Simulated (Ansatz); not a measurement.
The system is Se.

```
Se
1.0
     2.81056    0.00000    0.00000
     0.00000    2.81056    0.00000
     0.00000    0.00000    2.75435
Se
1
Direct
  0.00000 0.00000 0.00000
```

The cell isn't the ideal one: strained by -2 %.

Below is the output of Ansatz 0.2.0 for this cell. Logs are shortened: lines on timing, memory, paths and dates and some standing lists are left out, and cuts for length are marked.

```text
Warning: RAYON_NUM_THREADS=2 ignored (pool sized by the plan → 2); use --threads N
Engine: ansatz 0.2.0, aarch64-unknown-linux-gnu
Pseudopotentials: kind: paw
Pseudopotential: Se, paw, valence charge 16, recommended cutoff 420 eV (normal), Se.paw.azcp
Functional definition: PBE
  parameter kappa = 0.804
  parameter beta = 0.06672455060314922
  exchange = pbe_x(kappa = kappa, mu = beta*pi^2/3)
  correlation = pbe_c(beta = beta)
Crystal: 1 atoms, lattice volume = 21.757 Å³
Basis set: ecut = 420 eV, 437 PW (Γ), exchange–correlation on 40×40×40 points (8 copies of the dense FFT grid, shifted against one another)
Bands: 12, of which v1, the nominal top of the filled ones, is band 8 counted from 1 (7 counted from 0)
Symmetry: 16 space group operations
Space group: P4/mmm (ITA 123), of the structure as read, at distance tolerance 2.8e-5 Å
k-points: 75 of 729
Non-local potential: Se, projectors of the file, l = 0: 2, l = 1: 2, l = 2: 3, l = 3: 1
PAW form: soft (Blöchl's): semilocal exchange-correlation on the pseudo side does not see the compensation charge
PAW one-centre angular grid: Se, 590 points (default); XC on 64 Gauss nodes
Initial density: superposition of atomic densities (neutral atoms: chi_scale 0, normalization atom), corrected by the library's trained network
Initial wavefunctions: pseudopotential atomic-orbital guess
Functional: x = pbe(κ = 0.804, μ = 0.2195149727645171), c = pbe(β = 0.06672455060314922)
SCF iter   1: F=—  HF=-5468.896816 eV  |F-HF|=—  |Δ(HF+E_count)|=         —  Δρ=1.77e-3  dr2=7.75e-4  ethr=1.77e-3  ⟨swp⟩=5.4  Hψ=5397  notcnv=0
preconditioner: auto → LDOS  [insulator: Δε(μ)=0.159 eV  Ē_g=14.900 eV  σ=0.050 eV  W_gap=0.55  n_scr=6 (ndim 8)  ℏωp=19.5 eV  f_vac=0.022  D(μ)=0.64/eV (n_scr^D=6)  ε∞_Penn≈2.7  β→1.0]
SCF iter   2: F=—  HF=-5468.896943 eV  |F-HF|=—  |Δ(HF+E_count)|=   1.28e-4  Δρ=4.86e-4  dr2=3.57e-5  ethr=4.85e-6  ⟨swp⟩=2.4  Hψ=2196  notcnv=0  defer=7
SCF iter   3: F=—  HF=-5468.896919 eV  |F-HF|=—  |Δ(HF+E_count)|=   2.43e-5  Δρ=1.10e-4  dr2=2.99e-6  ethr=2.23e-7  ⟨swp⟩=2.0  Hψ=1484  notcnv=0  defer=7
SCF iter   4: F=—  HF=-5468.896911 eV  |F-HF|=—  |Δ(HF+E_count)|=   7.63e-6  Δρ=5.55e-5  dr2=7.10e-7  ethr=1.87e-8  ⟨swp⟩=2.0  Hψ=1483  notcnv=0  defer=7
iter 5 did not close the SCF: its close was put off for the readings that it lacked (scf_convergence_deferred on its scf_iter line)
SCF iter   5: F=-5468.896911 eV  HF=-5468.896911 eV  |F-HF|=6.99e-8  |Δ(HF+E_count)|=   6.26e-7  Δρ=1.16e-5  dr2=3.61e-8  ethr=4.44e-9  ⟨swp⟩=2.0  Hψ=1483  notcnv=0  defer=7
SCF iter   6: F=-5468.896911 eV  HF=-5468.896911 eV  |F-HF|=1.03e-9  |Δ(HF+E_count)|=   3.32e-8  Δρ=1.92e-6  dr2=9.41e-10  ethr=2.25e-10  ⟨swp⟩=2.6  Hψ=3378  notcnv=0
SCF 1 converged in 6 iterations: F = -5468.896911 eV  dr2 = 9.41e-10
  greatest PAW one-centre occupation: 1.000 electrons in one spin orbital (limit 2), on the Se atom at site 0 (counted from 0), in its partial waves of l = 2
SCF converged after 6 iterations
Free energy (F): -5468.896911 eV
Harris-Foulkes:  -5468.896911 eV  (|F-HF|=1.03e-9)
Internal energy: -5468.891774 eV  (E = F + TS)
E sigma→0 (E₀):  -5468.894342 eV
Entropy (-TS):   -0.005137 eV (-5.137 meV/atom)
Fermi energy:    10.459947 eV
--- Per-component energies (eV) ---
  E_band       = -359.596369
  E_kinetic    = 117.202436
  E_local      = -2203.942963  (includes V_loc(G=0)·N_el)
  E_nonlocal   = -594.043382
  E_hartree    = 1100.904298
  E_xc         = -103.845084
  E_vxc        = -97.702087  (∫ρ·V_xc dr)
  E_paw        = -1912.165392  (= ΣΔE_a)
  E_vpaw       = 217.083220  (= ΣTr[D̂ρ^β])
  E_aug_tail   = -0.000573  (compensation charges beyond the density's cutoff)
  E_ewald      = -1873.001114
  E_smearing   = -0.005137  (= −TS)
  E_closure    = 0.000000  (closes the sum)
  Σ components = -5468.896911   (vs F -5468.896911, Δ=0.00e0)
--- Forces (eV/Å), atoms counted from 1 ---
  atom   1  Se     0.00000000    -0.00000000     0.00000000
  max |Σ_I F_I| component: 7.40e-32 eV/Å
--- Stress (GPa, compression-positive) ---
        3.880036       0.000000       0.000000
        0.000000       3.880036       0.000000
        0.000000       0.000000       3.361568
  P = ⅓ Tr σ = 3.7072 GPa (37.072 kbar)
--- Band table (eV; the first three rows and the last of 75) ---
  k-point 0: bands = ["-38.1838", "-38.1620", "-38.1501", "-38.1501", "-38.1373", "-5.9376", "11.7159", "11.7159", "12.2663", "18.0731", "18.0816", "18.7488"]
  k-point 1: bands = ["-38.1800", "-38.1619", "-38.1511", "-38.1511", "-38.1372", "-5.7443", "10.4354", "11.8706", "11.8706", "18.2662", "18.3776", "20.8853"]
  k-point 2: bands = ["-38.1704", "-38.1616", "-38.1536", "-38.1536", "-38.1370", "-5.1904", "7.5046", "12.2965", "12.2965", "18.8225", "19.0553", "24.5861"]
  k-point 74: bands = ["-38.1648", "-38.1648", "-38.1499", "-38.1385", "-38.1231", "0.3999", "6.8172", "7.1284", "7.1856", "16.1228", "16.4129", "16.5665"]
```

**Question.** Write the input and the command behind it.

**Answer.** Single point with PBE, no spin polarisation. The files as run (others can give the same):

input.yaml
```yaml
crystal:
  lattice:
    - [2.81056302, 0.0, 0.0]
    - [0.0, 2.81056302, 0.0]
    - [0.0, 0.0, 2.7543517596]
  atoms:
    - { symbol: Se, position: [0.0, 0.0, 0.0] }
hamiltonian:
  xc: pbe
  pseudopotentials: { kind: paw }
kpoints:
  mp_grid: { grid: [9, 9, 9] }
scf:
  occupations: { method: fermi_dirac, width: 0.05 }
output:
  forces: true
  stress: true
  eigenvalues: true
```

Potentials or basis: Ansatz PAW.
Command:
```bash
$ ansatz run input.yaml --threads 2 --pin off --max-ram 5632MiB --backend cpu --events-out ev --progress --plain --runs-dir out
```
